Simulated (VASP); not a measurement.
# IrO2: cell size against the level of theory, part 2 of 2

Aim: relax IrO2 at several levels and hold each cell against experiment. The start is a cell from a database of measured crystal structures.

VASP 6.6.1, plane waves and PAW; the level of theory is named at each step.

Still holding for the runs below: This run has no spin polarisation, although Ir can carry a moment. The k-mesh is coarse for a metal.

So far. Step 2 (Relaxation with PBE): It ends with a largest force of 0.009 eV/Å and a pressure of 0.03 GPa. The volume lies +2.6 % from that of the database's start. The conventional cell has a = 4.543 and c = 3.187 Å.

### 3. Relaxation with LDA

This step: LDA, no spin polarisation; plane waves and PAW (Ir, O) (VASP 6.6.1).

LDA, the lowest rung, knows the local density alone.

INCAR reads:

```
SYSTEM = IrO2
PREC = Accurate
ENCUT = 560
EDIFF = 1E-06
NELM = 100
ISMEAR = -1
SIGMA = 0.05
LREAL = .FALSE.
ALGO = Normal
GGA = CA
NBANDS = 27
LASPH = .TRUE.
LORBIT = 11
LWAVE = .FALSE.
LCHARG = .FALSE.
KPAR = 2
IBRION = 2
NSW = 60
ISIF = 3
EDIFFG = -0.01
```

POSCAR reads:

```
IrO2
1.0
    4.5051000000      0.0000000000      0.0000000000
    0.0000000000      4.5051000000      0.0000000000
    0.0000000000      0.0000000000      3.1586000000
Ir O
2 4
Direct
    0.0000000000      0.0000000000      0.0000000000
    0.5000000000      0.5000000000      0.5000000000
    0.3077000000      0.3077000000      0.0000000000
    0.1923000000      0.8077000000      0.5000000000
    0.6923000000      0.6923000000      0.0000000000
    0.8077000000      0.1923000000      0.5000000000
```

KPOINTS reads:

```
Automatic mesh
0
Gamma
5 5 7
0 0 0
```

PAW data sets: Ir and O (PBE family, release 64).

On the command line:

```sh
> mpirun -np 2 vasp_std
```

The log of the run:

```text
[banner, memory and clock lines left out]
running    2 mpi-ranks, on    1 nodes
 distrk:  each k-point on    1 cores,    2 groups
 distr:  one band on    1 cores,    1 groups

 POSCAR found type information on POSCAR IrO
 POSCAR found :  2 types and       6 ions
|                                                                             |
|               ----> ADVICE to this user running VASP <----                  |
|                                                                             |
|     You enforced a specific xc type in the INCAR file but a different       |
|     [... a line on the potential file left out ...]
|     I HOPE YOU KNOW WHAT YOU ARE DOING!                                     |
|                                                                             |

 LDA part: xc-table for (Slater(with rela. corr.)+CA(PZ))
 , standard interpolation
 POSCAR, INCAR and KPOINTS ok, starting setup
 FFT: planning ... GRIDC
 FFT: planning ... GRID_SOFT
 FFT: planning ... GRID
 WAVECAR not read
 entering main loop
       N       E                     dE             d eps       ncg     rms          rms(c)
DAV:   1     0.478355369947E+03    0.47836E+03   -0.22222E+04  1296   0.164E+03
DAV:   2     0.270326650161E-01   -0.47833E+03   -0.46185E+03  1322   0.459E+02
DAV:   3    -0.546292509046E+02   -0.54656E+02   -0.52565E+02  1794   0.155E+02
DAV:   4    -0.567029422073E+02   -0.20737E+01   -0.20588E+01  1528   0.288E+01
DAV:   5    -0.567502691227E+02   -0.47327E-01   -0.47282E-01  1707   0.468E+00    0.489E+01
DAV:   6    -0.497982465140E+02    0.69520E+01   -0.35379E+01  1940   0.579E+01    0.203E+01
DAV:   7    -0.491058250356E+02    0.69242E+00   -0.50311E+00  1955   0.279E+01    0.146E+01
DAV:   8    -0.489448639773E+02    0.16096E+00   -0.63613E-01  1978   0.953E+00    0.763E-01
DAV:   9    -0.489392360775E+02    0.56279E-02   -0.37250E-02  1395   0.146E+00    0.481E-01
DAV:  10    -0.489361538612E+02    0.30822E-02   -0.10369E-02  1669   0.108E+00    0.324E-01
DAV:  11    -0.489359085192E+02    0.24534E-03   -0.13922E-03  1564   0.258E-01    0.575E-02
DAV:  12    -0.489359079337E+02    0.58557E-06   -0.40835E-05  1454   0.608E-02    0.361E-02
DAV:  13    -0.489359073550E+02    0.57864E-06   -0.20183E-06   940   0.103E-02
   1 F= -.48935907E+02 E0= -.48919094E+02  d E =-.489359E+02
 curvature:   0.00 expect dE= 0.000E+00 dE for cont linesearch  0.000E+00
 trial: gam= 0.00000 g(F)=  0.535E-02 g(S)=  0.189E+00 ort = 0.000E+00 (trialstep = 0.100E+01)
 search vector abs. value=  0.195E+00
 bond charge predicted
       N       E                     dE             d eps       ncg     rms          rms(c)
DAV:   1    -0.497479733834E+02   -0.81207E+00   -0.32641E+01  1410   0.536E+01    0.114E+01
DAV:   2    -0.489522526764E+02    0.79572E+00   -0.20095E+00  1372   0.988E+00    0.612E+00
DAV:   3    -0.488242623624E+02    0.12799E+00   -0.58834E-01  1755   0.747E+00    0.106E+00
DAV:   4    -0.488213373035E+02    0.29251E-02   -0.12825E-02  1622   0.109E+00    0.545E-01
DAV:   5    -0.488207994095E+02    0.53789E-03   -0.16174E-03  1461   0.325E-01    0.591E-02
DAV:   6    -0.488208307350E+02   -0.31326E-04   -0.17237E-04  1889   0.130E-01    0.249E-02
DAV:   7    -0.488208407759E+02   -0.10041E-04   -0.80253E-06  1447   0.276E-02    0.109E-02
DAV:   8    -0.488208421438E+02   -0.13679E-05   -0.13042E-06   797   0.962E-03    0.444E-03
DAV:   9    -0.488208421936E+02   -0.49800E-07   -0.27784E-07   717   0.629E-03
   2 F= -.48820842E+02 E0= -.48804776E+02  d E =0.115065E+00
[...]
3 F= -.48968311E+02 E0= -.48951766E+02  d E =-.324033E-01
[...]
4 F= -.48968319E+02 E0= -.48951781E+02  d E =-.324120E-01
[...]
5 F= -.48971306E+02 E0= -.48954646E+02  d E =-.298690E-02
[...]
6 F= -.48971311E+02 E0= -.48954647E+02  d E =-.299213E-02
[...]
7 F= -.48971907E+02 E0= -.48955071E+02  d E =-.595231E-03
 trial-energy change:   -0.000595  1 .order   -0.000595   -0.002100    0.000911
 step:   0.6094(harm=  0.6094)  dis= 0.00256  next Energy=   -48.972044 (dE=-0.732E-03)
 bond charge predicted
       N       E                     dE             d eps       ncg     rms          rms(c)
DAV:   1    -0.489719769240E+02   -0.70262E-04   -0.52808E-02  1296   0.167E+00    0.748E-02
DAV:   2    -0.489720543177E+02   -0.77394E-04   -0.11298E-03  1677   0.276E-01    0.594E-02
DAV:   3    -0.489720463019E+02    0.80158E-05   -0.15938E-05  1603   0.341E-02    0.362E-02
DAV:   4    -0.489720427616E+02    0.35402E-05   -0.56782E-06  1312   0.186E-02    0.752E-03
DAV:   5    -0.489720427410E+02    0.20596E-07   -0.69346E-07   663   0.966E-03
   8 F= -.48972043E+02 E0= -.48955253E+02  d E =-.731251E-03
 curvature:  -0.42 expect dE=-0.956E-06 dE for cont linesearch -0.422E-07
 trial: gam=-0.01128 g(F)=  0.485E-06 g(S)=  0.182E-05 ort = 0.182E-04 (trialstep = 0.821E+00)
 search vector abs. value=  0.231E-05
 reached required accuracy - stopping structural energy minimisation
```

The job ended after 30 s (2 MPI ranks of Intel Xeon 6975P-C (Granite Rapids), shared host; peak memory 0.36 GiB; 59 s of CPU time).

OUTCAR, selected parts (step 3):

```text
 Found     24 irreducible k-points:

   NELECT =      42.0000    total number of electrons

 E-fermi :   6.2629

 k-point     1 :       0.0000    0.0000    0.0000
  band No.  band energies     occupation
    ...
     17       3.6971      2.00000
     18       3.6971      2.00000
     19       3.7962      2.00000
     20       3.8474      2.00000
     21       3.9804      2.00000
     22       7.0735      0.00000
     23       7.5503      0.00000
     24      10.4757      0.00000
     25      10.4757      0.00000
     26      10.5056      0.00000
    ...

 k-point     2 :       0.2000    0.0000    0.0000
  band No.  band energies     occupation
    ...
     17       3.9655      2.00000
     18       4.0605      2.00000
     19       4.3165      2.00000
     20       4.3953      2.00000
     21       4.4709      2.00000
     22       7.1980      0.00000
     23       7.7585      0.00000
     24      10.2365      0.00000
     25      10.2941      0.00000
     26      11.1701      0.00000
    ...

  Total       -0.0036480     -0.0036480     -0.0141189      0.0000000      0.0000000      0.0000000
  in kB       -0.0933782     -0.0933782     -0.3614021      0.0000000      0.0000000      0.0000000
  external PRESSURE =      -0.1827195 kB  Pullay stress =       0.0000000 kB

  energy-cutoff  :      560.00
  volume of cell :       62.59
      direct lattice vectors                 reciprocal lattice vectors
     4.456488593 -0.000000000  0.000000000     0.224391913 -0.000000000  0.000000000
     0.000000000  4.456488593  0.000000000     0.000000000  0.224391913  0.000000000
     0.000000000  0.000000000  3.151638997     0.000000000  0.000000000  0.317295224

 POSITION                                       TOTAL-FORCE (eV/Angst)
 -----------------------------------------------------------------------------------
      0.00000      0.00000      3.15164         0.000000     -0.000000      0.000000
      2.22824      2.22824      1.57582         0.000000     -0.000000      0.000000
      1.37699      1.37699      0.00000         0.001121      0.001121     -0.000000
      0.85125      3.60524      1.57582        -0.001121      0.001121      0.000000
      3.07950      3.07950      0.00000        -0.001121     -0.001121      0.000000
      3.60524      0.85125      1.57582         0.001121     -0.001121      0.000000
 -----------------------------------------------------------------------------------
    total drift:                                0.000000      0.000000      0.000000

  FREE ENERGIE OF THE ION-ELECTRON SYSTEM (eV)
  ---------------------------------------------------
  free  energy   TOTEN  =       -48.9720427410 eV

  energy  without entropy=      -48.9384627604  energy(sigma->0) =      -48.95525275

 total charge
# of ion       s       p       d       tot
------------------------------------------
    1        0.638   0.862   6.933   8.433
    2        0.638   0.862   6.933   8.433
    3        1.536   3.454   0.000   4.991
    4        1.536   3.454   0.000   4.991
    5        1.536   3.454   0.000   4.991
    6        1.536   3.454   0.000   4.991
--------------------------------------------------
tot          7.423  15.540  13.866  36.829

[... 9 parts as in an earlier step ...]

[... 5 further parts left out ...]
```

CONTCAR:

```
IrO2
   1.00000000000000
     4.4564885933095004   -0.0000000000000000    0.0000000000000000
     0.0000000000000000    4.4564885933095004    0.0000000000000000
     0.0000000000000000    0.0000000000000000    3.1516389971353251
  Ir              O
     2     4
Direct
     0.0000000000000000    0.0000000000000000    1.0000000000000000
     0.5000000000000000    0.5000000000000000    0.5000000000000000
     0.3089857518007583    0.3089857518007583    0.0000000000000000
     0.1910142481992417    0.8089857518007584    0.5000000000000000
     0.6910142481992416    0.6910142481992416    0.0000000000000000
     0.8089857518007584    0.1910142481992417    0.5000000000000000
```

The PAW data sets were made with PBE, though LDA sets exist; this is a small mismatch.

Step by step:

```
step  energy less that of the first step (eV)  largest force (eV/Å)  pressure (GPa)  volume (Å³)
   1                                   0.0000                0.1666           -7.00        64.11
   2                                   0.1151                0.2943           17.03        59.87
   3                                  -0.0324                0.0421           -0.11        62.71
   4                                  -0.0324                0.0394            0.04        62.69
   5                                  -0.0354                0.1041            0.16        62.57
   6                                  -0.0354                0.1068            0.16        62.56
   7                                  -0.0360                0.0450           -0.11        62.61
   8                                  -0.0361                0.0016           -0.02        62.59
```

| conventional cell, symmetrised | before | after | change |
| --- | --- | --- | --- |
| a (Å) | 4.505 | 4.456 | -1.1 % |
| b (Å) | 4.505 | 4.456 | -1.1 % |
| c (Å) | 3.159 | 3.152 | -0.2 % |
| volume (Å³/atom) | 10.68 | 10.43 | -2.4 % |

Final coordinates:

```xyz
6
Lattice="4.4565 0.0000 0.0000 0.0000 4.4565 0.0000 0.0000 0.0000 3.1516" Properties=species:S:1:pos:R:3 pbc="T T T"
Ir    0.0000    0.0000    0.0000
Ir    2.2282    2.2282    1.5758
O     1.3770    1.3770    0.0000
O     0.8513    3.6052    1.5758
O     3.0795    3.0795    0.0000
O     3.6052    0.8513    1.5758
```

This step gave:

* free energy (TOTEN): -48.97 eV
* energy at zero smearing: -48.96 eV
* Fermi energy: 6.263 eV
* pressure: -0.01827 GPa
* SCF cycles over all ionic steps: 54

It ends at 10.43 Å³/atom, -2.4 % from the start, with -0.02 GPa left. The conventional cell has a = 4.456 and c = 3.152 Å.

### 4. Relaxation with PBE + D3(BJ)

This step: PBE with D3(BJ), no spin polarisation; plane waves and PAW (Ir, O) (VASP 6.6.1).

A dispersion term adds the long-range attraction that semilocal functionals lack. D3 with Becke-Johnson damping keeps a finite attraction at short range.

Changes to INCAR since step 3:

```diff
@@ -9,3 +9,4 @@
 ALGO = Normal
-GGA = CA
+GGA = PE
+IVDW = 12
 NBANDS = 27
```

POSCAR is that of step 3.

KPOINTS is that of step 3.

On the command line:

```sh
> mpirun -np 2 vasp_std
```

The log of the run:

```text
[... set-up lines as in an earlier step ...]
 entering main loop
       N       E                     dE             d eps       ncg     rms          rms(c)
[... 13 cycles as in an earlier step ...]
   1 F= -.43715269E+02 E0= -.43698396E+02  d E =-.437153E+02
[...]
2 F= -.43692942E+02 E0= -.43675328E+02  d E =0.223273E-01
[...]
3 F= -.43725389E+02 E0= -.43708241E+02  d E =-.101193E-01
[...]
4 F= -.43725388E+02 E0= -.43708245E+02  d E =-.101182E-01
[...]
5 F= -.43725908E+02 E0= -.43708666E+02  d E =-.520916E-03
[...]
6 F= -.43725930E+02 E0= -.43708705E+02  d E =-.542953E-03
[...]
7 F= -.43726102E+02 E0= -.43708842E+02  d E =-.171496E-03
 trial-energy change:   -0.000171  1 .order   -0.000173   -0.000344   -0.000002
 step:   0.8457(harm=  0.8457)  dis= 0.00057  next Energy=   -43.726104 (dE=-0.173E-03)
 reached required accuracy - stopping structural energy minimisation
```

Wall time 31 s (2 MPI ranks); peak memory 0.42 GiB; 60 s of CPU time.

Parts of OUTCAR (step 4):

```text
 Edisp (eV)   -1.46644

 Edisp (eV)   -1.46656

  Total      -0.04290    -0.04290    -0.04355     0.00000     0.00000     0.00000
  in kB      -1.05913    -1.05913    -1.07512     0.00000     0.00000     0.00000
  external pressure =       -1.06 kB  Pullay stress =        0.00 kB

 POSITION                                       TOTAL-FORCE (eV/Angst)
 -----------------------------------------------------------------------------------
      4.51694      0.00000      3.18102         0.000000      0.000000      0.000000
      2.25847      2.25847      1.59051        -0.000000      0.000000      0.000000
      1.39357      1.39357      0.00000         0.000026      0.000026      0.000000
      0.86490      3.65204      1.59051        -0.000026      0.000026      0.000000
      3.12336      3.12336      3.18102        -0.000026     -0.000026      0.000000
      3.65204      0.86490      1.59051         0.000026     -0.000026      0.000000
 -----------------------------------------------------------------------------------
    total drift:                                0.000000      0.000000     -0.000000

  FREE ENERGIE OF THE ION-ELECTRON SYSTEM (eV)
  ---------------------------------------------------
  free  energy   TOTEN  =       -43.7261019501 eV

  energy  without entropy=      -43.6915811461  energy(sigma->0) =      -43.70884155

[... 2 parts as in an earlier step ...]

[... 2 further parts left out ...]
[key lines of the parts left out:]
E-fermi :   6.0122
```

Step by step:

```csv
step,energy less that of the first step (eV),largest force (eV/Å),pressure (GPa),volume (Å³)
1,0.0000,0.0802,3.71,64.11
2,0.0223,0.0955,-6.49,66.43
3,-0.0101,0.0871,-0.12,64.93
4,-0.0101,0.0872,-0.05,64.91
5,-0.0106,0.0239,0.00,64.91
6,-0.0107,0.0051,-0.01,64.91
7,-0.0108,0.0000,-0.11,64.90
```

```csv
"conventional cell, symmetrised",before,after,change
a (Å),4.505,4.517,+0.3 %
b (Å),4.505,4.517,+0.3 %
c (Å),3.159,3.181,+0.7 %
volume (Å³/atom),10.68,10.82,+1.2 %
```

Final coordinates:

```cif
data_structure
_symmetry_space_group_name_H-M 'P 1'
_symmetry_Int_Tables_number 1
_cell_length_a 4.5169
_cell_length_b 4.5169
_cell_length_c 3.1810
_cell_angle_alpha 90.000
_cell_angle_beta 90.000
_cell_angle_gamma 90.000
_cell_volume 64.90
loop_
_atom_site_label
_atom_site_type_symbol
_atom_site_fract_x
_atom_site_fract_y
_atom_site_fract_z
_atom_site_occupancy
Ir1 Ir 0.00000 0.00000 0.00000 1
Ir2 Ir 0.50000 0.50000 0.50000 1
O3 O 0.30852 0.30852 0.00000 1
O4 O 0.19148 0.80852 0.50000 1
O5 O 0.69148 0.69148 0.00000 1
O6 O 0.80852 0.19148 0.50000 1
```

It ends at 10.82 Å³/atom, +1.2 % from the start, with -0.11 GPa left. The conventional cell has a = 4.517 and c = 3.181 Å. Against plain PBE, the dispersion term moves a by -0.6 % and c by -0.2 %.

### 5. The cells as a table

This step: relaxed cells at several levels; plane waves and PAW (VASP 6.6.1).

This step runs nothing: it gathers the runs above.

Lengths are those of the conventional cell; cost is the wall time of each run, as given at its step, times its ranks, without the set-up around it. Results by level, by row:

```csv
level,volume (Å³/atom),change from the start (%),a (Å),c (Å),cost (core minutes)
PBE,10.96,2.6,4.543,3.187,1.07
LDA,10.43,-2.4,4.456,3.152,1
PBE + D3(BJ),10.82,1.2,4.517,3.181,1.03
```

### 6. Summary of results

```json
{
  "volume, PBE": "10.96 Å³/atom",
  "volume, LDA": "10.43 Å³/atom",
  "volume, PBE + D3(BJ)": "10.82 Å³/atom"
}
```

In words: For IrO2 the levels give volumes between 10.43 Å³/atom (LDA) and 10.96 Å³/atom (PBE), a spread of 5.1 %, while the cost of the finished runs spans a factor of 1.1. Against the volume of the start, a cell from experiment, PBE + D3(BJ) comes nearest (+1.2 %) and PBE lies farthest (+2.6 %); thermal expansion is in that cell alone. Within 2 % of it: PBE + D3(BJ). The costs hold the number of ionic steps as well as the price of the functional. Against the listed lengths the levels give a from -1.1 % to +0.8 % and c from -0.2 % to +0.9 %. Adding D3(BJ) to PBE changes the volume by -1.3 % (a by -0.6 % and c by -0.2 %). Within 0.02 Å all end in space group P4_2/mnm; the runs can't lower the symmetry of the start. The k-sampling is coarse for a metal, so the Fermi level, pressures and the shape of the cell carry errors. Magnetism was not tested. Spin-orbit coupling is left out. Each is a single relaxation on the plane waves of the start cell, so larger changes of volume carry a basis-set error that was not tested here. Zero-point and thermal expansion are not included.

[Lines on the potential files, build, host, timing and source positions are cut from VASP's logs without a mark.]

[Logs are printed without paths, hosts, clocks, repeated set-up lines and the standing remarks that a program may print on its own settings, such as how far it seeks lower states.]

[Hosts, paths, dates, database ids (printed as entryN), source tags and the programs' standing remarks are cut or masked in the printed files.]

[A measured line is paired with the nearest computed mode of its activity, which favours agreement.]

[In band tables of VASP the shares of atoms and orbitals are scaled to a sum of 1 inside the atoms' spheres.]
